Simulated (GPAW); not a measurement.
# BN (P6_3/mmc) in GPAW: a series of runs, part 2 of 3

GPAW 26.7.0. Earlier steps stand in the parts before.

## Step 4: Dielectric tensor, PBE

This run uses another cell than the first one, of 8.43 Å³/atom, 0.940 times its volume.

run.py

```python
import numpy as np
from ase.dft.bandgap import bandgap
from ase.io import read, write
from gpaw import GPAW, PW
from gpaw.response.df import DielectricFunction

atoms = read('POSCAR')

calc = GPAW(mode=PW(650),
            xc='PBE',
            kpts={'size': (10, 10, 4), 'gamma': True},
            occupations={'name': 'fermi-dirac', 'width': 0.001},
            nbands=18,
            convergence={'density': 1e-06},
            maxiter=150,
            txt='gpaw.txt')
atoms.calc = calc
energy = atoms.get_potential_energy()
calc.write('gs.gpw')
write('result.traj', atoms)
print(f'Energy: {energy:.6f} eV')
print('Fermi level:', round(calc.get_fermi_level(), 4), 'eV')
print(f'Gap: {bandgap(calc)[0]:.4f} eV, direct: {bandgap(calc, direct=True)[0]:.4f} eV')

for size in [(15, 15, 5)]:
    name = 'x'.join(str(n) for n in size)
    dense = calc.fixed_density(kpts={'size': size, 'gamma': True},
                               nbands=54, convergence={'bands': 48, 'eigenstates': 1e-7},
                               update_fermi_level=True, txt=f'dense-{name}.txt')
    dense.write(f'{name}.gpw', mode='all')
    df = DielectricFunction(f'{name}.gpw', frequencies=np.array([0.0]), hilbert=False, eta=0.001,
                            ecut=80, nbands=48, intraband=False, txt=f'df-{name}.txt')
    for xc in ['RPA']:
        for direction in ['x', 'y', 'z', [0, 1, 1], [1, 0, 1], [1, 1, 0]]:
            e0, e = df.get_macroscopic_dielectric_constant(xc=xc, direction=direction)
            print(f'{name} {xc} {direction}: {e0:.4f} without, {e:.4f} with local fields')
```

POSCAR

```
BN
1.0
    2.4472412002      0.0000000000      0.0000000000
   -1.2236206001      2.1193730486      0.0000000000
    0.0000000000      0.0000000000      6.5002395416
N B
2 2
Direct
    0.6666666667      0.3333333333      0.2500000000
    0.3333333333      0.6666666667      0.7500000000
    0.6666666667      0.3333333333      0.7500000000
    0.3333333333      0.6666666667      0.2500000000
```

Potentials or basis: GPAW PAW data sets (gpaw-data 1.2.1), pw.

Launch:

```sh
$ OMP_NUM_THREADS=1 python run.py
```

gpaw.txt:

```text
__  _  _
 | _ |_)|_||  |
 |__||  | ||/\| - 26.7.0

Input parameters:
  mode=PW(ecut=650.0),
  convergence={'density': 1e-06},
  kpts=MonkhorstPack(size=(10, 10, 4), gamma=True),
  maxiter=150,
  nbands=18,
  occupations=Occupations(name='fermi-dirac', width=0.001),
  xc=XC(name='PBE')

Diagonalizing LCAO Hamiltonian
Converting LCAO to pw mode

        N B

        B N

Atoms  # Å, Bohr magnetons
|   | symbol |         x |        y |        z |    initial magnetic moments |
|---|--------|-----------|----------|----------|-----------------------------|
| 0 |      N |  1.223621 | 0.706458 | 1.625060 | ( 0.0000,  0.0000,  0.0000) |
| 1 |      N | -0.000000 | 1.412915 | 4.875180 | ( 0.0000,  0.0000,  0.0000) |
| 2 |      B |  1.223621 | 0.706458 | 4.875180 | ( 0.0000,  0.0000,  0.0000) |
| 3 |      B | -0.000000 | 1.412915 | 1.625060 | ( 0.0000,  0.0000,  0.0000) |

Unit cell  # Å
| periodic |         x |        y |        z |  lengths |     angles |
[... 160 lines left out ...]
|iter:   6| |  -34.880830c| -4.40 | -2.30 |
|iter:   7| |  -34.880835c| -6.03 | -3.42 |
|iter:   8| |  -34.880835c| -7.45c| -3.99 |
|iter:   9| |  -34.880835c| -8.27c| -4.48 |
|iter:  10| |  -34.880835c| -8.90c| -5.31 |
|iter:  11| |  -34.880835c| -9.65c| -5.88 |
|iter:  12| |  -34.880835c|-10.63c| -6.70c|

Converged in 12 steps
Energy contributions relative to reference atoms: (reference = -4302.422143)

Energy contributions:
  Kinetic:          47.056002
  Coulomb:         -44.226036
  Zero:              0.056503
  External:          0.000000
  Xc:              -37.767305
  Entropy:          -0.000000
  Spinorbit:         0.000000
  ----------------------------
  Free energy:     -34.880835
  Extrapolated:    -34.880835

dipole moment: (0.000000, 0.000000, 0.000001)  # |e|*Ang

Fermi level: 5.514
Eigenvalues  # (at kpt = [0.000, 0.000, 0.000])
| band index |      eig [eV] | occ [0-2] |
|------------|---------------|-----------|
|          0 |       -13.611 |     2.000 |
|          1 |       -13.273 |     2.000 |
|          2 |        -2.029 |     2.000 |
|          3 |         0.275 |     2.000 |
|          4 |         3.391 |     2.000 |
|          5 |         3.391 |     2.000 |
[... 8 lines left out ...]
|         14 |        18.149 |     0.000 |
|         15 |        18.515 |     0.000 |
|        ... |               |           |
|         17 |        22.145 |     0.000 |

Gap: 4.305 eV
Transition (v -> c):
  (s=0, k=33, n=7, [0.40, 0.30, 0.00]) -> (s=0, k=47, n=8, [0.50, 0.50, 0.00])
Direct/indirect transitions are different
Direct gap: 4.809 eV
Transition at: (s=0, k=47, n=7, [0.50, 0.50, 0.00])
# Writing to gs.gpw (mode='')
```

It took 2.3 min on 1 thread of Intel Xeon at 2.60GHz (Ice Lake), shared host; peak memory 0.44 GiB.

What came out:

```yaml
Free_energy: -34.8808 eV
Band_gap_on_the_k_mesh: 4.31 eV, indirect (least direct gap 4.81 eV)
Electronic_dielectric_tensor_diagonal: 4.59, 4.59, 2.58
```

Electronic dielectric tensor:
```
4.59 0.00 0.00
0.00 4.59 0.00
0.00 0.00 2.58
```

Caveat: the long-wavelength limit can be off by a per cent or two; an odd mesh through Γ misses points on the zone boundary, where band edges often lie; this functional lacks dispersion, which binds the layers, so the pressure and a relaxed spacing across them are unreliable.

## Step 5: Dielectric tensor, PBE

This run uses another cell than the first one, of 8.61 Å³/atom, 0.960 times its volume.

run.py is that of step 4.

POSCAR

```
BN
1.0
    2.4644758610      0.0000000000      0.0000000000
   -1.2322379305      2.1342987027      0.0000000000
    0.0000000000      0.0000000000      6.5460173847
N B
2 2
Direct
    0.6666666667      0.3333333333      0.2500000000
    0.3333333333      0.6666666667      0.7500000000
    0.6666666667      0.3333333333      0.7500000000
    0.3333333333      0.6666666667      0.2500000000
```

Potentials or basis: GPAW PAW data sets (gpaw-data 1.2.1), pw.

Launch:

```sh
$ OMP_NUM_THREADS=1 python run.py
```

gpaw.txt:

```text
__  _  _
 | _ |_)|_||  |
 |__||  | ||/\| - 26.7.0

Input parameters:
  mode=PW(ecut=650.0),
  convergence={'density': 1e-06},
  kpts=MonkhorstPack(size=(10, 10, 4), gamma=True),
  maxiter=150,
  nbands=18,
  occupations=Occupations(name='fermi-dirac', width=0.001),
  xc=XC(name='PBE')

Diagonalizing LCAO Hamiltonian
Converting LCAO to pw mode

        N B

        B N

Atoms  # Å, Bohr magnetons
|   | symbol |         x |        y |        z |    initial magnetic moments |
|---|--------|-----------|----------|----------|-----------------------------|
| 0 |      N |  1.232238 | 0.711433 | 1.636504 | ( 0.0000,  0.0000,  0.0000) |
| 1 |      N | -0.000000 | 1.422866 | 4.909513 | ( 0.0000,  0.0000,  0.0000) |
| 2 |      B |  1.232238 | 0.711433 | 4.909513 | ( 0.0000,  0.0000,  0.0000) |
| 3 |      B | -0.000000 | 1.422866 | 1.636504 | ( 0.0000,  0.0000,  0.0000) |

Unit cell  # Å
| periodic |         x |        y |        z |  lengths |     angles |
|----------|-----------|----------|----------|----------|------------|
|      yes |  2.464476 | 0.000000 | 0.000000 | 2.464476 |  90.000000 |
|      yes | -1.232238 | 2.134299 | 0.000000 | 2.464476 |  90.000000 |
|      yes |  0.000000 | 0.000000 | 6.546017 | 6.546017 | 120.000000 |

Number of symmetries: 12
Symmetry operations  # r_c * U_cc + t_c -> r_c
|    | kind |            matrix            |
|----|------|------------------------------|
|  0 |  σ   |  1, 1, 0,  0,-1, 0,  0, 0, 1 |
|  1 |  S6  |  1, 1, 0, -1, 0, 0,  0, 0,-1 |
|  2 |  E   |  1, 0, 0,  0, 1, 0,  0, 0, 1 |
|  3 |  C2  |  1, 0, 0, -1,-1, 0,  0, 0,-1 |
|  4 |  C2  |  0, 1, 0,  1, 0, 0,  0, 0,-1 |
[... 128 lines left out ...]

xc functional:
  name: PBE with 2 nearest neighbor stencil

convergence criteria:
- Maximum integral of absolute [dens]ity change: 1e-06 electrons / valence electron
- Maximum [total energy] change in last 3 cyles: 0.0005 eV / valence electron
- Maximum integral of absolute [eigenst]ate change: 4e-08 eV^2 / valence electron
maximum number of iterations: 150

SCF iterations
|iter     | |      energy | eigst |  dens |
|---------|-|-------------|-------|-------|
|iter:   1| |  -38.335001 | +0.48 |       |
|iter:   2| |  -37.668020 | -1.33 | -0.64 |
|iter:   3| |  -35.020060 | -0.81 | -0.68 |
|iter:   4| |  -34.969296 | -2.21 | -1.32 |
|iter:   5| |  -34.968302 | -3.00 | -1.72 |
|iter:   6| |  -34.968782c| -4.40 | -2.30 |
|iter:   7| |  -34.968786c| -6.04 | -3.41 |
|iter:   8| |  -34.968787c| -7.47c| -3.98 |
|iter:   9| |  -34.968786c| -8.32c| -4.52 |
|iter:  10| |  -34.968786c| -8.90c| -5.30 |
|iter:  11| |  -34.968786c| -9.64c| -5.86 |
|iter:  12| |  -34.968786c|-10.62c| -6.69c|

Converged in 12 steps
Energy contributions relative to reference atoms: (reference = -4302.422143)

Energy contributions:
  Kinetic:          43.105772
  Coulomb:         -41.211601
  Zero:              0.058479
  External:          0.000000
  Xc:              -36.921437
  Entropy:          -0.000000
  Spinorbit:         0.000000
  ----------------------------
  Free energy:     -34.968786
  Extrapolated:    -34.968786

dipole moment: (0.000000, 0.000000, 0.000001)  # |e|*Ang

Fermi level: 5.326
Eigenvalues  # (at kpt = [0.000, 0.000, 0.000])
| band index |      eig [eV] | occ [0-2] |
|------------|---------------|-----------|
|          0 |       -13.667 |     2.000 |
|          1 |       -13.345 |     2.000 |
|          2 |        -2.079 |     2.000 |
|          3 |         0.162 |     2.000 |
|          4 |         3.170 |     2.000 |
|          5 |         3.170 |     2.000 |
[... 8 lines left out ...]
|         14 |        17.555 |     0.000 |
|         15 |        18.055 |     0.000 |
|        ... |               |           |
|         17 |        21.672 |     0.000 |

Gap: 4.286 eV
Transition (v -> c):
  (s=0, k=33, n=7, [0.40, 0.30, 0.00]) -> (s=0, k=47, n=8, [0.50, 0.50, 0.00])
Direct/indirect transitions are different
Direct gap: 4.768 eV
Transition at: (s=0, k=36, n=7, [0.40, 0.40, 0.00])
# Writing to gs.gpw (mode='')
```

stdout:

```text
Energy: -34.968786 eV
Fermi level: 5.3258 eV
Gap: 4.2856 eV, direct: 4.7678 eV
15x15x5 RPA x: 4.8302 without, 4.5917 with local fields
15x15x5 RPA y: 4.8302 without, 4.5917 with local fields
15x15x5 RPA z: 3.0437 without, 2.5663 with local fields
15x15x5 RPA [0, 1, 1]: 3.9370 without, 3.5790 with local fields
15x15x5 RPA [1, 0, 1]: 3.9370 without, 3.5790 with local fields
15x15x5 RPA [1, 1, 0]: 4.8302 without, 4.5917 with local fields
```

df-15x15x5.txt:

```text
FrequencyGridDescriptor(from 0.000 to 0.000 eV, 1 points)
FrequencyGridDescriptor(from 0.000 to 0.000 eV, 1 points)

Calculating chi0 body with:
    Ground state adapter containing:
    Number of spins: 1
    Number of kpoints: 1125
    Number of irreducible kpoints: 119
    Number of completely occupied states: 8
    Number of partially occupied states: 8

    Linear response parametrization:
    q_c: [0.0, 0.0, 0.0]
    Number of frequency points: 1
    Planewave cutoff: 80.0
    Number of bands: 48
    Number of planewaves: 51
    Broadening (eta): 0.001

Integrating chi0 body.

Symmetries of q_c:
    Direct symmetries (Uq -> q): 12
    Indirect symmetries (TUq -> q): 0
In total 12 allowed symmetries.

Integral kind: response function

Calculating chi0 optical extensions with:
    Ground state adapter containing:
    Number of spins: 1
    Number of kpoints: 1125
    Number of irreducible kpoints: 119
    Number of completely occupied states: 8
    Number of partially occupied states: 8

    Linear response parametrization:
    Number of frequency points: 1
    Planewave cutoff: 80.0
    Number of bands: 48
    Number of planewaves: 51
    Broadening (eta): 0.001
Integrating chi0 head and wings.

Symmetries of q_c:
    Direct symmetries (Uq -> q): 12
    Indirect symmetries (TUq -> q): 0
In total 12 allowed symmetries.

Integral kind: response function wings

Finished calculating chi0
```

It took 2.4 min on 1 thread of Intel Xeon at 2.60GHz (Ice Lake), shared host; peak memory 0.44 GiB.

Results:

```
Free energy                             : -34.9688 eV
Band gap on the k mesh                  : 4.29 eV, indirect (least direct gap 4.77 eV)
Electronic dielectric tensor (diagonal) : 4.59, 4.59, 2.57
```

Electronic dielectric tensor:
```
4.59 0.00 0.00
0.00 4.59 0.00
0.00 0.00 2.57
```

Caveat: the long-wavelength limit can be off by a per cent or two; an odd mesh through Γ misses points on the zone boundary, where band edges often lie; this functional lacks dispersion, which binds the layers, so the pressure and a relaxed spacing across them are unreliable.

## Step 6: Dielectric tensor, PBE

This run uses another cell than the first one, of 9.15 Å³/atom, 1.020 times its volume.

run.py is that of step 5.

POSCAR

```
BN
1.0
    2.5147851179      0.0000000000      0.0000000000
   -1.2573925590      2.1778677972      0.0000000000
    0.0000000000      0.0000000000      6.6796463138
N B
2 2
Direct
    0.6666666667      0.3333333333      0.2500000000
    0.3333333333      0.6666666667      0.7500000000
    0.6666666667      0.3333333333      0.7500000000
    0.3333333333      0.6666666667      0.2500000000
```

Potentials or basis: GPAW PAW data sets (gpaw-data 1.2.1), pw.

Launch:

```sh
$ OMP_NUM_THREADS=1 python run.py
```

gpaw.txt:

```text
__  _  _
 | _ |_)|_||  |
 |__||  | ||/\| - 26.7.0

Input parameters:
  mode=PW(ecut=650.0),
  convergence={'density': 1e-06},
  kpts=MonkhorstPack(size=(10, 10, 4), gamma=True),
  maxiter=150,
  nbands=18,
  occupations=Occupations(name='fermi-dirac', width=0.001),
  xc=XC(name='PBE')

Diagonalizing LCAO Hamiltonian
Converting LCAO to pw mode

        N B

        B N

Atoms  # Å, Bohr magnetons
|   | symbol |         x |        y |        z |    initial magnetic moments |
|---|--------|-----------|----------|----------|-----------------------------|
| 0 |      N |  1.257393 | 0.725956 | 1.669912 | ( 0.0000,  0.0000,  0.0000) |
| 1 |      N | -0.000000 | 1.451912 | 5.009735 | ( 0.0000,  0.0000,  0.0000) |
| 2 |      B |  1.257393 | 0.725956 | 5.009735 | ( 0.0000,  0.0000,  0.0000) |
| 3 |      B | -0.000000 | 1.451912 | 1.669912 | ( 0.0000,  0.0000,  0.0000) |

Unit cell  # Å
| periodic |         x |        y |        z |  lengths |     angles |
[... 160 lines left out ...]
|iter:   6| |  -35.079107c| -4.41 | -2.31 |
|iter:   7| |  -35.079112c| -6.04 | -3.39 |
|iter:   8| |  -35.079112c| -7.55c| -3.97 |
|iter:   9| |  -35.079112c| -7.65c| -4.73 |
|iter:  10| |  -35.079112c| -8.50c| -5.30 |
|iter:  11| |  -35.079112c| -9.32c| -5.88 |
|iter:  12| |  -35.079112c|-10.00c| -6.63c|

Converged in 12 steps
Energy contributions relative to reference atoms: (reference = -4302.422143)

Energy contributions:
  Kinetic:          32.302993
  Coulomb:         -32.896811
  Zero:              0.061515
  External:          0.000000
  Xc:              -34.546808
  Entropy:          -0.000000
  Spinorbit:         0.000000
  ----------------------------
  Free energy:     -35.079112
  Extrapolated:    -35.079112

dipole moment: (0.000000, 0.000000, 0.000001)  # |e|*Ang

Fermi level: 4.798
Eigenvalues  # (at kpt = [0.000, 0.000, 0.000])
| band index |      eig [eV] | occ [0-2] |
|------------|---------------|-----------|
|          0 |       -13.819 |     2.000 |
|          1 |       -13.537 |     2.000 |
|          2 |        -2.221 |     2.000 |
|          3 |        -0.151 |     2.000 |
|          4 |         2.564 |     2.000 |
|          5 |         2.564 |     2.000 |
[... 8 lines left out ...]
|         14 |        15.891 |     0.000 |
|         15 |        16.774 |     0.000 |
|        ... |               |           |
|         17 |        20.353 |     0.000 |

Gap: 4.223 eV
Transition (v -> c):
  (s=0, k=33, n=7, [0.40, 0.30, 0.00]) -> (s=0, k=47, n=8, [0.50, 0.50, 0.00])
Direct/indirect transitions are different
Direct gap: 4.645 eV
Transition at: (s=0, k=36, n=7, [0.40, 0.40, 0.00])
# Writing to gs.gpw (mode='')
```

Run time: 1.9 min. Hardware: 1 thread of INTEL XEON PLATINUM 8581C at 2.30GHz (Emerald Rapids), shared host; peak memory 0.47 GiB.

What came out:

```yaml
Free_energy: -35.0791 eV
Band_gap_on_the_k_mesh: 4.22 eV, indirect (least direct gap 4.64 eV)
Electronic_dielectric_tensor_diagonal: 4.60, 4.60, 2.51
```

Electronic dielectric tensor:
```
4.60 0.00 0.00
0.00 4.60 0.00
0.00 0.00 2.51
```

Caveat: the long-wavelength limit can be off by a per cent or two; an odd mesh through Γ misses points on the zone boundary, where band edges often lie; this functional lacks dispersion, which binds the layers, so the pressure and a relaxed spacing across them are unreliable.

[end of part 2 of 3]
